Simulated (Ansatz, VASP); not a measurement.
Two plane-wave programs on HfN

Contents of INCAR:

```
SYSTEM = HfN
ALGO = Normal
EDIFF = 1E-6
ENCUT = 520
GGA = PS
ISIF = 2
ISMEAR = 0
LASPH = .True.
LCHARG = .False.
LREAL = .False.
LWAVE = .False.
NBANDS = 14
NELM = 60
PREC = Accurate
SIGMA = 0.15
```

KPOINTS

```
k-points
0
Gamma
  18 18 18
  0 0 0
```

The input POSCAR:

```
HfN
1.0
    0.0000000000      2.2251150000      2.2590000000
    2.2251150000      0.0000000000      2.2590000000
    2.2251150000      2.2251150000      0.0000000000
Hf N
1 1
Direct
    0.0000000000      0.0000000000      0.0000000000
    0.5000000000      0.5000000000      0.5000000000
```

Input for Ansatz:

```yaml
crystal:
  lattice:
    - [0.0, 2.225115, 2.259]
    - [2.225115, 0.0, 2.259]
    - [2.225115, 2.225115, 0.0]
  atoms:
    - { symbol: Hf, position: [0.0, 0.0, 0.0] }
    - { symbol: "N", position: [0.5, 0.5, 0.5] }
basis:
  ecutwfc: 420
kpoints:
  mp_grid: { grid: [18, 18, 18] }
hamiltonian:
  xc: pbesol
scf:
  occupations: { method: gaussian, width: 0.15 }
output:
  forces: true
  stress: true
  eigenvalues: true
```

Change from the starting cell: strain -0.0150 x Voigt [1, 1, 0, 0, 0, 0], atoms carried along.

Alike in both runs: task single point; functional PBEsol; k mesh 18 × 18 × 18; occupations gaussian, width 0.15 eV; no spin polarisation.

```csv
,VASP,Ansatz
version,VASP 6.6.1,Ansatz 0.2.0
potentials or method,"VASP PAW PBE potentials, release 64 (Hf_pv, N)","scalar-relativistic, plane waves, PAW"
plane-wave cutoff (eV),520,420
valence electrons in the cell,15,31
```

|  | VASP | Ansatz | Ansatz less VASP |
| --- | --- | --- | --- |
| gap on the k mesh at the Fermi level (eV) | none | none | - |
| pressure (GPa) | 3.7 | 5.9 | +2.21 |
| largest component of the traceless stress (GPa) | 5.43 | 5.46 | +0.025 |

A gap of «none» marks a metal or a gap that the smearing closes. The functional is the same, so the differences come from potentials, cutoffs and numerics. The two sets of potentials don't hold the same shells in valence.

Caveats: the PAW data sets were made with another functional, which shifts forces and pressure a little (VASP). The runs have no spin-orbit coupling, so splittings on Hf are missing.
